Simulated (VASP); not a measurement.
**Pd: band structure with PBEsol**

Pd:

```
Pd
1.0
     0.00000    1.93675    1.93675
     1.93675    0.00000    1.93675
     1.93675    1.93675    0.00000
Pd
1
Direct
  0.00000 0.00000 0.00000
```

```json
{
 "Program": "VASP 6.6.1",
 "Task": "band structure",
 "Functional": "PBEsol",
 "Potentials or basis": "VASP PAW PBE potentials, release 64 (Pd)",
 "Cutoff": "520 eV",
 "k mesh": "16 × 16 × 16",
 "Occupations": "methfessel-paxton, width 0.1 eV",
 "Spin": "no spin polarisation",
 "Further INCAR settings": "ALGO = Fast; EDIFF = 1e-06; NBANDS = 11"
}
```

* Pressure: 0.0 GPa
* Band gap along the path: none (metal or under the smearing width)

Levels at the corners of the path, in eV from the Fermi level:
```tsv
point	band 2	band 3	band 4	band 5	band 6	band 7	band 8	band 9
Γ	-2.94	-2.94	-2.94	-1.26	-1.26	17.11	21.97	21.97
X	-5.27	-0.05	0.29	0.29	3.23	10.85	13.17	13.17
X	-5.27	-0.05	0.29	0.29	3.23	10.85	13.17	13.17
W	-3.51	-3.51	-1.37	0.30	8.90	8.90	10.42	11.66
W	-3.51	-3.51	-1.37	0.30	8.90	8.90	10.42	11.66
K	-4.30	-2.06	-0.99	-0.18	7.10	8.07	10.89	15.94
K	-4.30	-2.06	-0.99	-0.18	7.10	8.07	10.89	15.94
Γ	-2.94	-2.94	-2.94	-1.26	-1.26	17.11	21.97	21.97
Γ	-2.94	-2.94	-2.94	-1.26	-1.26	17.11	21.97	21.97
L	-2.98	-2.98	-0.03	-0.03	0.86	7.37	16.47	21.14
L	-2.98	-2.98	-0.03	-0.03	0.86	7.37	16.47	21.14
U	-4.30	-2.06	-0.99	-0.18	7.10	8.07	10.89	15.94
U	-4.30	-2.06	-0.99	-0.18	7.10	8.07	10.89	15.94
W	-3.51	-3.51	-1.37	0.30	8.90	8.90	10.42	11.66
W	-3.51	-3.51	-1.37	0.30	8.90	8.90	10.42	11.66
L	-2.98	-2.98	-0.03	-0.03	0.86	7.37	16.47	21.14
L	-2.98	-2.98	-0.03	-0.03	0.86	7.37	16.47	21.14
K	-4.30	-2.06	-0.99	-0.18	7.10	8.07	10.89	15.94
U	-4.30	-2.06	-0.99	-0.18	7.10	8.07	10.89	15.94
X	-5.27	-0.05	0.29	0.29	3.23	10.85	13.17	13.17
```

Core levels (eV, on the scale of the bands):
| atom | levels |
| --- | --- |
| 1 Pd | 1s -24150.7, 2s -3517.1, 2p -3151.8, 3s -625.4, 3p -505.4, 3d -315.0, 4s -74.3, 4p -40.0 |

Run time: 13 s on 1 thread of Intel(R) Xeon(R) 6975P-C (Granite Rapids) (shared host), peak memory 0.15 GiB.

Caveat: the PAW data sets were made with another functional, which shifts forces and pressure a little.
